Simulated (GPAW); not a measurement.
# CuO (P4_2/mmc) in GPAW: settings compared, part 2 of 2

GPAW 26.7.0.

## (4) Band structure, SCAN

Input file run.py:

```python
from ase import Atoms
from ase.dft.bandgap import bandgap
from ase.io import write
from ase.units import GPa
from gpaw import GPAW, PW

atoms = Atoms(['Cu', 'Cu', 'O', 'O'],
              cell=[[3.42205097, 0.0, 0.0],
                    [0.0, 3.42205097, 0.0],
                    [0.0, 0.0, 4.26046148]],
              scaled_positions=[[0.0, 0.5, 0.0],
                                [0.5, 0.0, 0.5],
                                [0.0, 0.0, 0.25],
                                [0.0, 0.0, 0.75]],
              pbc=True)

calc = GPAW(mode=PW(800),
            xc='MGGA_X_SCAN+MGGA_C_SCAN',
            kpts={'size': (6, 6, 5), 'gamma': True},
            occupations={'name': 'fermi-dirac', 'width': 0.05},
            nbands=33,
            convergence={'density': 1e-05, 'energy': 1e-05},
            maxiter=150,
            txt='gpaw.txt')
atoms.calc = calc
energy = atoms.get_potential_energy()
forces = atoms.get_forces()
stress = atoms.get_stress()
calc.write('gs.gpw')
write('result.traj', atoms)
print(f'Energy: {energy:.6f} eV')
print('Forces (eV/A):')
print(forces.round(4))
print('Stress (GPa):', (stress / GPa).round(3))
print('Fermi level:', round(calc.get_fermi_level(), 4), 'eV')
print(f'Gap: {bandgap(calc)[0]:.4f} eV, direct: {bandgap(calc, direct=True)[0]:.4f} eV')

path = atoms.cell.bandpath('GXMGZRAZ,XR,MA', npoints=80, eps=1e-4)
bs_calc = calc.fixed_density(kpts=path, symmetry='off', nbands=47,
                             convergence={'bands': 'CBM+6.0', 'eigenstates': 1e-6}, txt='bands.txt')
bs = bs_calc.band_structure()
bs.write('bs.json')
print(f'Gap on the path: {bandgap(bs_calc)[0]:.4f} eV')
```

Started as:

```bash
$ OMP_NUM_THREADS=1 python run.py
```

Wall time 6.4 min (1 thread of Arm Neoverse V2, shared host); peak memory 0.58 GiB.

The run converged. Its results:

* Free energy: -42.1986 eV
* Pressure: -7.6 GPa
* Band gap along the path: none (metal or under the smearing width)

Stress tensor (GPa, compression positive):
```
-20.36   0.00   0.00
  0.00 -20.36   0.00
  0.00   0.00  18.07
```

Levels at the corners of the path, in eV from the Fermi level:
```tsv
point	band 15	band 16	band 17	band 18	band 19	band 20
Γ	-1.40	0.45	0.65	0.72	0.72	6.49
X	-1.87	-1.83	0.62	1.00	4.04	4.38
M	-1.74	-1.59	-1.59	1.02	1.39	8.36
Γ	-1.40	0.45	0.65	0.72	0.72	6.49
Z	-1.77	-1.77	0.04	0.04	2.46	2.46
R	-1.90	-1.88	-0.75	0.48	4.15	5.47
A	-1.73	-1.73	-1.10	-1.10	3.77	3.77
Z	-1.77	-1.77	0.04	0.04	2.46	2.46
X	-1.87	-1.83	0.62	1.00	4.04	4.38
R	-1.90	-1.88	-0.75	0.48	4.15	5.47
M	-1.74	-1.59	-1.59	1.02	1.39	8.36
A	-1.73	-1.73	-1.10	-1.10	3.77	3.77
```

Caveat: with this Cu data set, volumes or pressures lay over 1.5 % or 2 GPa off other programs in two to four cells of ten; the PAW data sets were made with another functional, which shifts forces and pressure a little; the run has no spin polarisation, though such a crystal can be magnetic; semilocal functionals often make such compounds metallic where correlation or magnetic order opens a gap, which also shifts bond lengths.

## (5) Band structure, revPBE

run.py: that of step 4 with these lines changed.

```diff
@@ -17,3 +17,3 @@
 calc = GPAW(mode=PW(800),
-            xc='MGGA_X_SCAN+MGGA_C_SCAN',
+            xc='revPBE',
             kpts={'size': (6, 6, 5), 'gamma': True},
```

Potentials or basis: the program's PAW data sets (release 1.2.1) made for this functional, pw.

Started as:

```bash
$ OMP_NUM_THREADS=1 python run.py
```

gpaw.txt:

```text
__  _  _
 | _ |_)|_||  |
 |__||  | ||/\| - 26.7.0

Input parameters:
  mode=PW(ecut=800.0),
  convergence={'density': 1e-05, 'energy': 1e-05},
  kpts=MonkhorstPack(size=(6, 6, 5), gamma=True),
  maxiter=150,
  nbands=33,
  occupations=Occupations(name='fermi-dirac', width=0.05),
  xc=XC(name='revPBE')

Diagonalizing LCAO Hamiltonian
Converting LCAO to pw mode
   .-------.
  /|       |
 * |       |
 O |       |
 | |       |
 | .-Cu----.
 OCu      /
 *-------*

Atoms  # Å, Bohr magnetons
|   | symbol |        x |        y |        z |    initial magnetic moments |
|---|--------|----------|----------|----------|-----------------------------|
| 0 |     Cu | 0.000000 | 1.711025 | 0.000000 | ( 0.0000,  0.0000,  0.0000) |
| 1 |     Cu | 1.711025 | 0.000000 | 2.130231 | ( 0.0000,  0.0000,  0.0000) |
| 2 |      O | 0.000000 | 0.000000 | 1.065115 | ( 0.0000,  0.0000,  0.0000) |
| 3 |      O | 0.000000 | 0.000000 | 3.195346 | ( 0.0000,  0.0000,  0.0000) |

Unit cell  # Å
| periodic |        x |        y |        z |  lengths |    angles |
[... 168 lines left out ...]
Energy contributions:
  Kinetic:          -3.063124
  Coulomb:          -3.473251
  Zero:              0.600476
  External:          0.000000
  Xc:              -11.213833
  Entropy:          -0.018192
  Spinorbit:         0.000000
  ----------------------------
  Free energy:     -17.167924
  Extrapolated:    -17.158828

dipole moment: (-26.658941, -26.658942, -9.164349)  # |e|*Ang

Fermi level: 4.775
Eigenvalues  # (at kpt = [0.000, 0.000, 0.000])
| band index |      eig [eV] | occ [0-2] |
|------------|---------------|-----------|
|          0 |       -15.319 |     2.000 |
|        ... |               |           |
|          7 |         1.196 |     2.000 |
|          8 |         2.035 |     2.000 |
|          9 |         2.293 |     2.000 |
|         10 |         2.466 |     2.000 |
|         11 |         2.572 |     2.000 |
|         12 |         2.572 |     2.000 |
[... 8 lines left out ...]
|         21 |        14.542 |     0.000 |
|         22 |        16.081 |     0.000 |
|        ... |               |           |
|         32 |        28.310 |     0.000 |

No gap
No difference between direct/indirect transitions

Forces  # eV/Ang
|        x |       y |        z |
|----------|---------|----------|
| -0.00000 | 0.00000 |  0.00000 |  # Cu   0
| -0.00000 | 0.00000 |  0.00000 |  # Cu   1
|  0.00000 | 0.00000 | -0.00002 |  # O    2
|  0.00000 | 0.00000 |  0.00002 |  # O    3

Stress tensor  # eV/Ang^3
|        x |        y |         z |
|----------|----------|-----------|
| 0.063260 | 0.000000 |  0.000000 |
| 0.000000 | 0.063261 |  0.000000 |
| 0.000000 | 0.000000 | -0.159570 |

# Writing to gs.gpw (mode='')
```

Wall time 2.3 min (1 thread of Arm Neoverse V2, shared host); peak memory 0.49 GiB.

Results:

```
Free energy             : -17.1679 eV
Pressure                : 1.8 GPa
Band gap along the path : none (metal or under the smearing width)
```

Levels at the corners of the path, in eV from the Fermi level:
```
point  band 13  band 14  band 15  band 16  band 17  band 18  band 19  band 20  band 21
    Γ    -2.20    -2.17    -1.20     0.44     0.57     0.70     0.70     6.20     7.29
    X    -2.26    -1.75    -1.68    -1.68     0.60     0.96     3.87     4.19     6.59
    M    -2.17    -2.03    -1.74    -1.44    -1.44     0.90     1.33     7.97     7.97
    Γ    -2.20    -2.17    -1.20     0.44     0.57     0.70     0.70     6.20     7.29
    Z    -1.86    -1.86    -1.60    -1.60     0.01     0.01     2.32     2.32     9.89
    R    -2.27    -2.09    -1.80    -1.73    -0.70     0.48     3.98     5.22     6.00
    A    -1.73    -1.73    -1.54    -1.54    -1.11    -1.11     3.63     3.63     8.41
    Z    -1.86    -1.86    -1.60    -1.60     0.01     0.01     2.32     2.32     9.89
    X    -2.26    -1.75    -1.68    -1.68     0.60     0.96     3.87     4.19     6.59
    R    -2.27    -2.09    -1.80    -1.73    -0.70     0.48     3.98     5.22     6.00
    M    -2.17    -2.03    -1.74    -1.44    -1.44     0.90     1.33     7.97     7.97
    A    -1.73    -1.73    -1.54    -1.54    -1.11    -1.11     3.63     3.63     8.41
```

Caveat: with this Cu data set, volumes or pressures lay over 1.5 % or 2 GPa off other programs in two to four cells of ten; the run has no spin polarisation, though such a crystal can be magnetic; semilocal functionals often make such compounds metallic where correlation or magnetic order opens a gap, which also shifts bond lengths.

## (6) Band structure, BLYP

run.py: that of step 5 with these lines changed.

```diff
@@ -4,3 +4,5 @@
 from ase.units import GPa
-from gpaw import GPAW, PW
+from gpaw import GPAW, PW, setup_paths
+
+setup_paths.insert(0, '.')
 
@@ -17,3 +19,3 @@
 calc = GPAW(mode=PW(800),
-            xc='revPBE',
+            xc='BLYP',
             kpts={'size': (6, 6, 5), 'gamma': True},
@@ -22,2 +24,3 @@
             convergence={'density': 1e-05, 'energy': 1e-05},
+            eigensolver='davidson',
             maxiter=150,
```

Potentials or basis: PAW data sets generated in the run's folder for this functional, pw.

Started as:

```bash
$ gpaw-setup -f BLYP Cu O
$ OMP_NUM_THREADS=1 python run.py
```

It took 2.2 min on 1 thread of Arm Neoverse V2, shared host; peak memory 0.48 GiB.

Results (log left out):

```
Free energy             : -17.1696 eV
Pressure                : 2.1 GPa
Band gap along the path : none (metal or under the smearing width)
```

Stress tensor (GPa, compression positive):
```
-10.34   0.00   0.00
  0.00 -10.34   0.00
  0.00   0.00  27.07
```

Levels at the corners of the path, in eV from the Fermi level:
| point | band 14 | band 15 | band 16 | band 17 | band 18 | band 19 | band 20 | band 21 |
| --- | --- | --- | --- | --- | --- | --- | --- | --- |
| Γ | -2.21 | -1.25 | 0.43 | 0.63 | 0.69 | 0.69 | 6.33 | 7.09 |
| X | -1.78 | -1.72 | -1.71 | 0.59 | 0.95 | 3.95 | 4.19 | 6.58 |
| M | -2.07 | -1.75 | -1.48 | -1.48 | 1.04 | 1.31 | 7.84 | 7.84 |
| Γ | -2.21 | -1.25 | 0.43 | 0.63 | 0.69 | 0.69 | 6.33 | 7.09 |
| Z | -1.88 | -1.62 | -1.62 | 0.01 | 0.01 | 2.38 | 2.38 | 9.85 |
| R | -2.13 | -1.83 | -1.77 | -0.71 | 0.47 | 4.10 | 5.24 | 5.86 |
| A | -1.77 | -1.57 | -1.57 | -1.10 | -1.10 | 3.74 | 3.74 | 8.23 |
| Z | -1.88 | -1.62 | -1.62 | 0.01 | 0.01 | 2.38 | 2.38 | 9.85 |
| X | -1.78 | -1.72 | -1.71 | 0.59 | 0.95 | 3.95 | 4.19 | 6.58 |
| R | -2.13 | -1.83 | -1.77 | -0.71 | 0.47 | 4.10 | 5.24 | 5.86 |
| M | -2.07 | -1.75 | -1.48 | -1.48 | 1.04 | 1.31 | 7.84 | 7.84 |
| A | -1.77 | -1.57 | -1.57 | -1.10 | -1.10 | 3.74 | 3.74 | 8.23 |

Caveat: with this Cu data set, volumes or pressures lay over 1.5 % or 2 GPa off other programs in two to four cells of ten; the run has no spin polarisation, though such a crystal can be magnetic; semilocal functionals often make such compounds metallic where correlation or magnetic order opens a gap, which also shifts bond lengths.

## (7) The runs side by side

```tsv
level	potentials or basis	older calculator (legacy_gpaw)	eigensolver	pressure (GPa)
RPBE	the program's PAW data sets (release 1.2.1) made for this functional, pw	-	-	3.0
optB88-vdW	GPAW PAW data sets (gpaw-data 1.2.1), pw	yes	-	-
SCAN	GPAW PAW data sets (gpaw-data 1.2.1), pw	-	-	-7.6
revPBE	the program's PAW data sets (release 1.2.1) made for this functional, pw	-	-	1.8
BLYP	PAW data sets generated in the run's folder for this functional, pw	-	davidson	2.1
```

Alike in all rows: task band structure; no spin polarisation; cell as given; k mesh 6 × 6 × 5; cutoff (eV) 800; smearing fermi-dirac 0.05 eV.

Caveats: the run has no spin polarisation, though such a crystal can be magnetic; semilocal functionals often make such compounds metallic where correlation or magnetic order opens a gap, which also shifts bond lengths; with this Cu data set, volumes or pressures lay over 1.5 % or 2 GPa off other programs in two to four cells of ten (some runs); the PAW data sets were made with another functional, which shifts forces and pressure a little (some runs).

Absolute energies hang on the potentials; compare differences alone.
